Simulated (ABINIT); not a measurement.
# ZnS (Wurtzite-2H) (P6_3mc) in ABINIT: a series of runs, part 2 of 2

ABINIT 10.8.3 (patched build). Earlier steps stand in the parts before.

### 4 Single point, PBEsol

Contents of run.abi:

```
pp_dirpath "./"
pseudos "Zn.upf, S.upf"

acell 3*1.0 Angstrom
rprim
     3.8110000000     0.0000000000     0.0000000000
    -1.9055000000     3.3004228138     0.0000000000
     0.0000000000     0.0000000000     6.2340000000
ntypat 2
znucl 30 16
natom 4
typat 1 1 2 2
xred
     0.6666666667     0.3333333333     0.5000000000
     0.3333333333     0.6666666667     0.0000000000
     0.6666666667     0.3333333333     0.8850000000
     0.3333333333     0.6666666667     0.3850000000

ecut 38.0

kptopt 1
ngkpt 6 6 4
nshiftk 1
shiftk 0.0 0.0 0.0

ixc -116133

nband 32
occopt 3
tsmear 0.05 eV

nstep 100
tolvrs 1.0e-10

iomode 3
prtwf 0
prtden 0
prteig 0
prtebands 0
prtvol 2
```

Potentials or basis: PseudoDojo NC SR PBEsol v0.4.1 standard.

Started as:

```sh
> abinit run.abi > log 2>&1
```

run.abo:

```text
.Version 10.8.3 of ABINIT
 Symmetries : space group P6_3 m c (#186); Bravais hP (primitive hexag.)
================================================================================
 Values of the parameters that define the memory need of the present run
     intxc =       0    ionmov =       0      iscf =       7    lmnmax =       6
     lnmax =       6     mgfft =      72  mpssoang =       3    mqgrid =    3270
     natom =       4  nloc_mem =       1    nspden =       1   nspinor =       1
    nsppol =       1      nsym =      12    n1xccc =    2501    ntypat =       2
    occopt =       3   xclevel =       2
       mpw =        5958          nfft =      115200          nkpt =          21
================================================================================
================================================================================

--------------------------------------------------------------------------------
------------- Echo of variables that govern the present computation ------------
--------------------------------------------------------------------------------
 -outvars: echo values of preprocessed input variables --------
            acell      1.8897261259E+00  1.8897261259E+00  1.8897261259E+00 Bohr
              amu      6.53900000E+01  3.20660000E+01
             ecut      3.80000000E+01 Hartree
              ixc     -116133
         kptrlatt        6    0    0      0    6    0      0    0    4
          kptrlen      4.32104776E+01
            natom           4
            nband          32
            ngfft          40      40      72
             nkpt          21
            nstep         100
             nsym          12
           ntypat           2
           occopt           3
           prtden           0
        prtebands           0
           prteig           0
           prtvol           2
            prtwf           0
            rprim      3.8110000000E+00  0.0000000000E+00  0.0000000000E+00
                      -1.9055000000E+00  3.3004228138E+00  0.0000000000E+00
                       0.0000000000E+00  0.0000000000E+00  6.2340000000E+00
          spgroup         186
           tolvrs      1.00000000E-10
           tsmear      1.83746611E-03 Hartree
            typat      1  1  2  2
           xangst      1.9055000000E+00  1.1001409379E+00  3.1170000000E+00
                      -3.3695573426E-16  2.2002818759E+00  0.0000000000E+00
                       1.9055000000E+00  1.1001409379E+00  5.5170900000E+00
                      -3.3695573426E-16  2.2002818759E+00  2.4000900000E+00
            xcart      3.6008731329E+00  2.0789650726E+00  5.8902763345E+00
                      -6.3675405431E-16  4.1579301452E+00  0.0000000000E+00
                       3.6008731329E+00  2.0789650726E+00  1.0425789112E+01
                      -6.3675405431E-16  4.1579301452E+00  4.5355127775E+00
             xred      6.6666666667E-01  3.3333333333E-01  5.0000000000E-01
                       3.3333333333E-01  6.6666666667E-01  0.0000000000E+00
                       6.6666666667E-01  3.3333333333E-01  8.8500000000E-01
                       3.3333333333E-01  6.6666666667E-01  3.8500000000E-01
            znucl       30.00000   16.00000

================================================================================

 chkinp: Checking input parameters for consistency.

[... 234 lines left out ...]
    4      0.00000000000000     0.00000000000000    -0.00597671202474
 frms,max,avg= 3.4506563E-03 5.9767120E-03   0.000E+00  0.000E+00 -1.195E-08 h/b

 cartesian forces (eV/Angstrom) at end:
    1     -0.00000000000000    -0.00000000000000     0.30733488923096
    2     -0.00000000000000    -0.00000000000000     0.30733488923096
    3      0.00000000000000     0.00000000000000    -0.30733488923096
    4      0.00000000000000     0.00000000000000    -0.30733488923096
 frms,max,avg= 1.7743988E-01 3.0733489E-01   0.000E+00  0.000E+00 -6.147E-07 e/A
 length scales=  1.889726125908  1.889726125908  1.889726125908 bohr
              =  1.000000000000  1.000000000000  1.000000000000 angstroms
 Fermi (or HOMO) energy (hartree) =   0.17451   Average Vxc (hartree)=  -0.37188
 Eigenvalues (hartree) for nkpt=  21  k points:
 kpt#   1, nband= 32, wtk=  0.00694, kpt=  0.0000  0.0000  0.0000 (reduced coord)
  -4.44484   -4.44484   -2.76608   -2.76608   -2.76607   -2.76607   -2.76594   -2.76594
  -0.35049   -0.31593   -0.10061   -0.10061   -0.09831   -0.09831   -0.09760   -0.08288
  -0.08288   -0.07985   -0.07985   -0.07401   -0.05724    0.10281    0.10281    0.13428
   0.13428    0.13482    0.21238    0.24056    0.36199    0.36199    0.37328    0.41055
      occupation numbers for kpt#   1
   2.00000    2.00000    2.00000    2.00000    2.00000    2.00000    2.00000    2.00000
   2.00000    2.00000    2.00000    2.00000    2.00000    2.00000    2.00000    2.00000
   2.00000    2.00000    2.00000    2.00000    2.00000    2.00000    2.00000    2.00000
   2.00000    2.00000    0.00000    0.00000    0.00000    0.00000    0.00000    0.00000
 kpt#   2, nband= 32, wtk=  0.04167, kpt=  0.1667  0.0000  0.0000 (reduced coord)
  -4.44484   -4.44484   -2.76608   -2.76608   -2.76608   -2.76608   -2.76594   -2.76594
  -0.34358   -0.31205   -0.10109   -0.09902   -0.09781   -0.09624   -0.09596   -0.08385
  -0.08296   -0.08296   -0.07959   -0.07127   -0.04784    0.05583    0.08438    0.08755
   0.12496    0.12607    0.25514    0.27703    0.34389    0.37970    0.38202    0.40991
      occupation numbers for kpt#   2
   2.00000    2.00000    2.00000    2.00000    2.00000    2.00000    2.00000    2.00000
[... 178 lines left out ...]
      occupation numbers for kpt#  20
   2.00000    2.00000    2.00000    2.00000    2.00000    2.00000    2.00000    2.00000
   2.00000    2.00000    2.00000    2.00000    2.00000    2.00000    2.00000    2.00000
   2.00000    2.00000    2.00000    2.00000    2.00000    2.00000    2.00000    2.00000
   2.00000    2.00000    0.00000    0.00000    0.00000    0.00000    0.00000    0.00000
 kpt#  21, nband= 32, wtk=  0.01389, kpt=  0.3333  0.3333  0.5000 (reduced coord)
  -4.44484   -4.44484   -2.76608   -2.76608   -2.76608   -2.76608   -2.76594   -2.76594
  -0.30569   -0.30569   -0.09364   -0.09364   -0.09328   -0.09328   -0.08610   -0.08610
  -0.08346   -0.08346   -0.06919   -0.06919   -0.04243   -0.04243    0.01858    0.01858
   0.08830    0.08830    0.29737    0.29737    0.36702    0.36702    0.40024    0.40024
      occupation numbers for kpt#  21
   2.00000    2.00000    2.00000    2.00000    2.00000    2.00000    2.00000    2.00000
   2.00000    2.00000    2.00000    2.00000    2.00000    2.00000    2.00000    2.00000
   2.00000    2.00000    2.00000    2.00000    2.00000    2.00000    2.00000    2.00000
   2.00000    2.00000    0.00000    0.00000    0.00000    0.00000    0.00000    0.00000
 Total charge density [el/Bohr^3]
)     Maximum=    4.4104E+00  at reduced coord.    0.7500    0.3750    0.5000
)Next maximum=    4.4104E+00  at reduced coord.    0.6250    0.3750    0.5000
)     Minimum=    1.7809E-03  at reduced coord.    0.0000    0.0000    0.1806
)Next minimum=    1.7809E-03  at reduced coord.    0.0000    0.0000    0.6806
   Integrated=    5.2000E+01

--- !EnergyTerms
iteration_state     : {dtset: 1, }
comment             : Components of total free energy in Hartree
kinetic             :  1.92403288029398E+02
hartree             :  1.84261334701497E+02
xc                  : -5.08251670336020E+01
Ewald energy        : -2.14807532279883E+02
psp_core            :  6.93642576221856E+00
local_psp           : -4.64954254866554E+02
non_local_psp       : -9.29997478734311E+01
internal            : -4.39985653560356E+02
'-kT*entropy'       : -1.29074514253761E-12
total_energy        : -4.39985653560357E+02
total_energy_eV     : -1.19726195617213E+04
band_energy         : -5.34698797381585E+01
...

 Cartesian components of stress tensor (hartree/bohr^3)
  sigma(1 1)=  3.85334919E-05  sigma(3 2)=  0.00000000E+00
  sigma(2 2)=  3.85334921E-05  sigma(3 1)=  0.00000000E+00
  sigma(3 3)=  1.01562075E-04  sigma(2 1)=  0.00000000E+00

-Cartesian components of stress tensor (GPa)         [Pressure= -1.7518E+00 GPa]
- sigma(1 1)=  1.13369447E+00  sigma(3 2)=  0.00000000E+00
- sigma(2 2)=  1.13369448E+00  sigma(3 1)=  0.00000000E+00
- sigma(3 3)=  2.98805940E+00  sigma(2 1)=  0.00000000E+00

== END DATASET(S) ==============================================================
================================================================================

 -outvars: echo values of variables after computation  --------
            acell      1.8897261259E+00  1.8897261259E+00  1.8897261259E+00 Bohr
           etotal     -4.3998565356E+02
            fcart     -3.8286112933E-26 -1.9894047848E-25  5.9767120247E-03
                      -3.8286112933E-26 -2.2104497608E-26  5.9767120247E-03
                       3.8435668062E-26  1.1060883374E-25 -5.9767120247E-03
                       3.8136557805E-26  1.1043614235E-25 -5.9767120247E-03
            rprim      3.8110000000E+00  0.0000000000E+00  0.0000000000E+00
                      -1.9055000000E+00  3.3004228138E+00  0.0000000000E+00
                       0.0000000000E+00  0.0000000000E+00  6.2340000000E+00
           strten      3.8533491872E-05  3.8533492051E-05  1.0156207458E-04
                       0.0000000000E+00  0.0000000000E+00  0.0000000000E+00
           xangst      1.9055000000E+00  1.1001409379E+00  3.1170000000E+00
                      -3.3695573426E-16  2.2002818759E+00  0.0000000000E+00
                       1.9055000000E+00  1.1001409379E+00  5.5170900000E+00
                      -3.3695573426E-16  2.2002818759E+00  2.4000900000E+00
             xred      6.6666666667E-01  3.3333333333E-01  5.0000000000E-01
                       3.3333333333E-01  6.6666666667E-01  0.0000000000E+00
                       6.6666666667E-01  3.3333333333E-01  8.8500000000E-01
                       3.3333333333E-01  6.6666666667E-01  3.8500000000E-01
 Calculation completed.
```

Wall time 3.2 min (1 thread of Intel Xeon Platinum 8375C at 2.90GHz (Ice Lake), shared host); peak memory 0.14 GiB.

Results:

* Free energy: -11972.6196 eV
* Pressure: -1.8 GPa
* Largest force: 0.307 eV/Å
* Band gap on the k mesh: 2.11 eV, direct
* Valence electrons inside the program's atomic spheres: Zn 18.13; S 3.93

Forces in eV/Å, atoms in the order of the input:
```
Zn   0.000  0.000  0.307
Zn   0.000  0.000  0.307
S    0.000  0.000 -0.307
S    0.000  0.000 -0.307
```

Levels at points of the mesh, in eV from the valence-band top:
| k point | band 22 | band 23 | band 24 | band 25 | band 26 | band 27 | band 28 | band 29 | band 30 | band 31 |
| --- | --- | --- | --- | --- | --- | --- | --- | --- | --- | --- |
| (0.00, 0.00, 0.00) | -0.87 | -0.87 | -0.01 | -0.01 | 0.00 | 2.11 | 2.88 | 6.18 | 6.18 | 6.49 |
| (0.50, 0.00, 0.00) | -4.26 | -3.20 | -2.28 | -1.59 | -0.99 | 3.48 | 4.16 | 5.04 | 7.01 | 7.31 |
| (0.00, 0.00, 0.50) | -2.80 | -0.46 | -0.46 | -0.46 | -0.46 | 3.40 | 3.40 | 6.61 | 6.61 | 6.61 |
| (0.50, 0.00, 0.50) | -4.95 | -1.68 | -1.68 | -1.55 | -1.55 | 3.48 | 3.48 | 5.02 | 5.02 | 8.86 |

### 5 Single point, PBE

Contents of run.abi:

```
pp_dirpath "./"
pseudos "Zn.upf, S.upf"

acell 3.811 3.811 6.234 Angstrom
rprim
     1.0000000000     0.0000000000     0.0000000000
    -0.5000000000     0.8660254038     0.0000000000
     0.0000000000     0.0000000000     1.0000000000
ntypat 2
znucl 30 16
natom 4
typat 1 1 2 2
xred
     0.6666666667     0.3333333333     0.5000000000
     0.3333333333     0.6666666667     0.0000000000
     0.6666666667     0.3333333333     0.8850000000
     0.3333333333     0.6666666667     0.3850000000

ecut 1142.878222 eV

kptopt 1
ngkpt 6 6 4
nshiftk 1
shiftk 0.0 0.0 0.0

ixc 11

nband 32
occopt 3
tsmear 0.05 eV

nstep 100
tolvrs 1.0e-10

iomode 3
prtwf 0
prteig 0
prtebands 0
prtden 1
prtvha 1
prtvclmb 1
prtpot 1
prtelf 1
```

Potentials or basis: PseudoDojo NC SR PBE v0.4.1 standard.

Started as:

```sh
> abinit run.abi > log 2>&1
```

Wall time 5.5 min (1 thread of Intel Xeon at 2.70GHz, shared host); peak memory 0.16 GiB.

Results (log left out):

| Property | Result |
| --- | --- |
| Free energy | -11980.5362 eV |
| Pressure | 2.3 GPa |
| Largest force | 0.322 eV/Å |
| Band gap on the k mesh | 2.25 eV, direct |
| Valence electrons inside the program's atomic spheres | Zn 18.12; S 3.95 |

Forces in eV/Å, atoms in the order of the input:
```
Zn   0.000  0.000  0.322
Zn   0.000  0.000  0.322
S    0.000  0.000 -0.322
S    0.000  0.000 -0.322
```

Stress tensor (GPa, compression positive):
```
3.01 0.00 0.00
0.00 3.01 0.00
0.00 0.00 0.94
```

Levels at points of the mesh, in eV from the valence-band top:
```csv
k point,band 23,band 24,band 25,band 26,band 27,band 28,band 29,band 30
"(0.00, 0.00, 0.00)",-0.86,-0.01,-0.01,0.00,2.25,3.00,6.28,6.28
"(0.50, 0.00, 0.00)",-3.15,-2.25,-1.56,-0.98,3.62,4.26,5.18,7.11
"(0.00, 0.00, 0.50)",-0.45,-0.45,-0.45,-0.45,3.51,3.51,6.71,6.71
"(0.50, 0.00, 0.50)",-1.66,-1.66,-1.53,-1.53,3.62,3.62,5.14,5.14
```

### 6 Single point, PBE

Contents of run.abi:

```
pp_dirpath "./"
pseudos "Zn.upf, S.upf"

acell 7.2017462609 7.2017462609 11.7805526609
rprim
     1.0000000000     0.0000000000     0.0000000000
    -0.5000000000     0.8660254038     0.0000000000
     0.0000000000     0.0000000000     1.0000000000
ntypat 2
znucl 30 16
natom 4
typat 1 1 2 2
xcart
     3.6008731308     2.0789650710     5.8902763305
    -0.0000000004     4.1579301426     0.0000000000
     3.6008731308     2.0789650710    10.4257891049
    -0.0000000004     4.1579301426     4.5355127745

ecut 1142.878222 eV

kptopt 1
ngkpt 6 6 4
nshiftk 1
shiftk 0.0 0.0 0.0

ixc 11

nband 32
occopt 3
tsmear 0.05 eV

nstep 100
tolvrs 1.0e-10

iomode 3
prtwf 0
prtden 0
prteig 0
prtebands 0
enunit 2
```

Potentials or basis: PseudoDojo NC SR PBE v0.4.1 standard.

Started as:

```sh
> abinit run.abi > log 2>&1
```

Run time: 3.3 min. Hardware: 1 thread of Arm Neoverse V2, shared host; peak memory 0.16 GiB.

Results (log left out):

```yaml
Free_energy: -11980.5362 eV
Pressure: 2.3 GPa
Largest_force: 0.322 eV/Å
Band_gap_on_the_k_mesh: 2.25 eV, direct
Valence_electrons_inside_the_program's_atomic_spheres: Zn 18.12; S 3.95
```

Forces in eV/Å, atoms in the order of the input:
```
Zn   0.000  0.000  0.322
Zn   0.000  0.000  0.322
S    0.000  0.000 -0.322
S    0.000  0.000 -0.322
```

Stress tensor (GPa, compression positive):
```
3.01 0.00 0.00
0.00 3.01 0.00
0.00 0.00 0.94
```

Levels at points of the mesh, in eV from the valence-band top:
| k point | band 24 | band 25 | band 26 | band 27 | band 28 | band 29 |
| --- | --- | --- | --- | --- | --- | --- |
| (0.00, 0.00, 0.00) | -0.01 | -0.01 | 0.00 | 2.25 | 3.00 | 6.28 |
| (0.50, 0.00, 0.00) | -2.25 | -1.56 | -0.98 | 3.62 | 4.26 | 5.18 |
| (0.00, 0.00, 0.50) | -0.45 | -0.45 | -0.45 | 3.51 | 3.51 | 6.71 |
| (0.50, 0.00, 0.50) | -1.66 | -1.53 | -1.53 | 3.62 | 3.62 | 5.14 |

### 7 The runs side by side

```csv
level,potentials or basis,cutoff (eV),gap on the mesh (eV),pressure (GPa),largest force (eV/Å)
PBEsol,PseudoDojo NC SR PBEsol v0.4.1 standard,1034,2.11,-1.8,0.31
PBE,PseudoDojo NC SR PBE v0.5 stringent,1034,2.25,1.9,0.32
PBE,PseudoDojo NC SR PBE v0.4.1 standard,1143,2.25,2.3,0.32
```

Alike in all rows: task single point; no spin polarisation; cell as given; k mesh 6 × 6 × 4; smearing fermi-dirac 0.05 eV.

Absolute energies hang on the potentials; compare differences alone.

### 8 Comparison with measurements

Step 2. Against the measured gap of ZnS, 3.911 eV (direct; 4 K; a printed reference work, monograph), the calculated 2.11 eV is off by -1.80 eV. The value is that of PBEsol, without temperature or zero-point motion. Semilocal functionals fall short of measured gaps as a rule.

Step 3. Against the measured gap of ZnS, 3.911 eV (direct; 4 K; a printed reference work, monograph), the calculated 2.25 eV is off by -1.66 eV. The value is that of PBE, without temperature or zero-point motion. Semilocal functionals fall short of measured gaps as a rule.

Step 4. Measured gap of ZnS: 3.911 eV (direct; 4 K; a printed reference work, monograph). This calculation gives 2.11 eV (-1.80 eV). The value is that of PBEsol, without temperature or zero-point motion. Semilocal functionals fall short of measured gaps as a rule.

Step 5. Against the measured gap of ZnS, 3.911 eV (direct; 4 K; a printed reference work, monograph), the calculated 2.25 eV is off by -1.66 eV. The value is that of PBE, without temperature or zero-point motion. Semilocal functionals fall short of measured gaps as a rule.

Step 6. Against the measured gap of ZnS, 3.911 eV (direct; 4 K; a printed reference work, monograph), the calculated 2.25 eV is off by -1.66 eV. The value is that of PBE, without temperature or zero-point motion. Semilocal functionals fall short of measured gaps as a rule.
